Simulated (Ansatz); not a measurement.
# LiF (Fm-3m) at 3 levels of theory

One geometry, relaxed with PBE; plane waves with PAW potentials in Ansatz, scalar-relativistic. No spin polarisation. Gaps are the least over mesh and band path; pressure is positive in compression.

```cif
data_structure
_symmetry_space_group_name_H-M 'Fm-3m'
_symmetry_Int_Tables_number 225
_cell_length_a 4.0677
_cell_length_b 4.0677
_cell_length_c 4.0677
_cell_angle_alpha 90.000
_cell_angle_beta 90.000
_cell_angle_gamma 90.000
_cell_volume 67.30
loop_
_atom_site_label
_atom_site_type_symbol
_atom_site_symmetry_multiplicity
_atom_site_Wyckoff_symbol
_atom_site_fract_x
_atom_site_fract_y
_atom_site_fract_z
_atom_site_occupancy
Li1 Li 4 b 0.50000 0.00000 0.00000 1
F1 F 4 a 0.00000 0.00000 0.00000 1
```

```tsv
level	cutoff (eV)	k mesh	gap (eV)	pressure (GPa)
PBE	420	10×10×10	8.83	0.0
```

Q: What comes out on the same cell with r2SCAN, LDA?

A:
```tsv
level	cutoff (eV)	k mesh	gap (eV)	pressure (GPa)
r2SCAN	500	10×10×10	9.79	-4.0
LDA	420	10×10×10	8.58	-8.1
```

The cell was reached from a generator's guess, though it ends in a space group that the Crystallography Open Database lists for this formula.
